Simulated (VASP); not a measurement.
# A VASP 6.6.1 single-point calculation on HgTe

INCAR

```
NBANDS = 16
ISMEAR = -1
SIGMA = 0.02
LCHARG = .FALSE.
PREC = Accurate
ISIF = 2
EDIFF = 1E-7
NSW = 0
GGA = PE
LREAL = .TRUE.
IVDW = 20
LWAVE = .FALSE.
IBRION = -1
NELM = 63
LASPH = .TRUE.
ENCUT = 520
```

KPOINTS

```
KPOINTS created by Atomic Simulation Environment
0
Monkhorst-Pack
6 6 6
0 0 0
```

POSCAR

```
Hg Te
 1.0000000000000000
     0.0000000000000000    3.3056036763000001    3.3056036763000001
     3.3056036763000001    0.0000000000000000    3.3056036763000001
     3.3056036763000001    3.3056036763000001    0.0000000000000000
 Hg  Te
   1   1
Cartesian
  0.0000000000000000  0.0000000000000000  0.0000000000000000
  1.6528018381500000  1.6528018381500000  1.6528018381500000
```

The recommended PBE PAW datasets give the neutral cell 18 valence electrons.

Command

```
mpirun -np 1 vasp_std
```

Q: How does this run end, and what does it give?

A: It converged. Results: gap between bands v and c on the k mesh 0.44 eV; least direct gap on the k mesh 0.44 eV; pressure 0.3 GPa. Band v is the last that the valence electrons fill when counted band by band, and c is the next.

OSZICAR

```
N       E                     dE             d eps       ncg     rms          rms(c)
DAV:   1     0.104643384405E+03    0.10464E+03   -0.78479E+03   896   0.962E+02
DAV:   2    -0.662609677836E-01   -0.10471E+03   -0.97824E+02  1032   0.227E+02
DAV:   3    -0.381114443407E+01   -0.37449E+01   -0.37350E+01  1120   0.442E+01
DAV:   4    -0.384618910778E+01   -0.35045E-01   -0.35043E-01  1312   0.386E+00
DAV:   5    -0.384626860437E+01   -0.79497E-04   -0.79497E-04  1168   0.184E-01    0.660E+00
DAV:   6    -0.365027962020E+01    0.19599E+00   -0.38576E-01  1048   0.802E+00    0.535E+00
DAV:   7    -0.364406523264E+01    0.62144E-02   -0.88240E-02  1024   0.198E+00    0.208E+00
DAV:   8    -0.364354758568E+01    0.51765E-03   -0.87768E-03   976   0.105E+00    0.472E-01
DAV:   9    -0.364356904147E+01   -0.21456E-04   -0.70637E-04  1160   0.296E-01    0.972E-02
DAV:  10    -0.364359860086E+01   -0.29559E-04   -0.86104E-05  1104   0.804E-02    0.461E-02
DAV:  11    -0.364361272584E+01   -0.14125E-04   -0.26352E-05  1080   0.351E-02    0.228E-02
DAV:  12    -0.364361180763E+01    0.91821E-06   -0.30695E-06  1040   0.115E-02    0.147E-02
DAV:  13    -0.364361177212E+01    0.35508E-07   -0.30313E-07  1136   0.289E-03
   1 F= -.41140714E+01 E0= -.41140713E+01  d E =-.208284E-06
```

The shifted mesh misses Γ, so a band edge there is missed.

For comparison, a separate PBE run of the intended cell, on usual settings and not on those above, gives a gap of 0.00 eV on its mesh and a pressure of 0.7 GPa.
